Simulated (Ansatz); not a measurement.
Write the native input for Ansatz 0.2.0 that does the following.

```yaml
Task: relaxation of cell and atoms
Functional: r2SCAN
Potentials_or_basis: Ansatz PAW
Cutoff: "500 eV (not typed: the program's choice for these potentials)"
k_mesh: 7 × 7 × 7
Occupations: fermi-dirac, width 0.05 eV
Spin: no spin polarisation
```

Crystal: TePb.

```
Pb Te
1.0
     0.00000    3.23100    3.23100
     3.23100    0.00000    3.23100
     3.23100    3.23100    0.00000
Pb Te
1 1
Direct
  0.00000 0.00000 0.00000
  0.50000 0.50000 0.50000
```

The input as run:

input.yaml

```yaml
crystal:
  lattice:
    - [0.0, 3.231, 3.231]
    - [3.231, 0.0, 3.231]
    - [3.231, 3.231, 0.0]
  atoms:
    - { symbol: Pb, position: [0.0, 0.0, 0.0] }
    - { symbol: Te, position: [0.5, 0.5, 0.5] }
hamiltonian:
  xc: r2scan
  pseudopotentials: { kind: paw }
kpoints:
  mp_grid: { grid: [7, 7, 7] }
scf:
  occupations: { method: fermi_dirac, width: 0.05 }
output:
  forces: true
  stress: true
  write_density: true
  write_potential: true
  elf: true
  volumetric_format: npy
relax:
  f_tol: 0.01
  max_steps: 40
  cell: { stress_tol: 0.05 }
```

Potentials or basis: Ansatz PAW.

The run is started by

```bash
$ ansatz run input.yaml --threads 2 --pin off --max-ram 5120MiB --backend cpu --events-out ev --progress --plain --runs-dir out
```

Results of the run:

| Quantity | Value |
| --- | --- |
| Relaxed volume | 34.90 Å³/atom |
| Relaxed cell | a = 4.622 Å, b = 4.622 Å, c = 4.622 Å, α = 60.00°, β = 60.00°, γ = 60.00° |
| Space group after relaxing (to 0.05 Å) | Fm-3m (No. 225) |
| Energy gained by relaxing | 5.3 meV/atom |
| Ionic steps | 4 |
| Pressure after relaxing | 0.0 GPa |

Caveat: the plane-wave basis is chosen anew once the cell has moved, so the energies of steps on either side of that aren't comparable; the PAW data sets come from PBE, with cores solved anew for the run's functional, which leaves a small shift of forces and pressure.

Wall time 11 s on 2 threads of Arm Neoverse V1, with other jobs on the host, peak memory 0.56 GiB.
